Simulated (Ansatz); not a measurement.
Theory: DFT PBE, scalar-relativistic, plane waves, PAW in Ansatz. All cells share a 420 eV cutoff and Γ-centred k meshes spaced at most about 0.3 Å⁻¹ (about 0.25 or finer for metals, 2π included). No spin polarisation.

All energies are static (0 K, no zero-point motion).

**Question.** Which of these relaxed structures of Li4F is the lowest in energy?
1. Space group P4/mmm (No. 123), tetragonal, a = 3.774 Å, c = 5.354 Å. Around Li lie 2 F at 2.29 Å and 6 Li at 2.60–2.75 Å; F has 8 Li at 2.29 Å.
2. Space group F-43m (No. 216), cubic, a = 8.310 Å. Li has 1 F at 1.81 Å; F has 4 Li at 1.81 Å.
3. Space group R-3m (No. 166), trigonal, a = 5.136 Å, c = 16.239 Å. Li on a site of symmetry 2/m has 4 Li at 2.57 Å, 2 F at 2.57 Å and 2 Li at 3.09 Å; Li on a site of symmetry -3m is surrounded by 6 Li at 3.09 Å; F is surrounded by 6 Li at 2.57 Å.
4. Space group I4/mmm (No. 139), tetragonal, a = 4.147 Å, c = 9.188 Å. Around Li on a site of symmetry 4mm lies 1 F at 1.94 Å; Li on a site of symmetry mmm has 2 F at 2.07 Å; around F lie 2 Li at 1.94 Å and 4 Li at 2.07 Å.

**Answer.** 4. The next of these, cell 2, lies 166 meV/atom higher. Counting Li atoms around F (those within 1.25 times the shortest such distance or 1.15 times the sum of covalent radii; the shortest distance is added where it is long for a bond): cell 4 has F 6; cell 2 has F 4; cell 1 has F 8 from 2.3 Å; cell 3 has F 6 from 2.6 Å. All come from invented guesses. Shaken at random and relaxed again, cell 3 falls into cell 4, 0.67 eV/atom lower, so it is a saddle point or a shallow minimum.

Cells without such a test can be saddle points. Some types were kept out of the candidates beforehand, so the set may lack a known form.
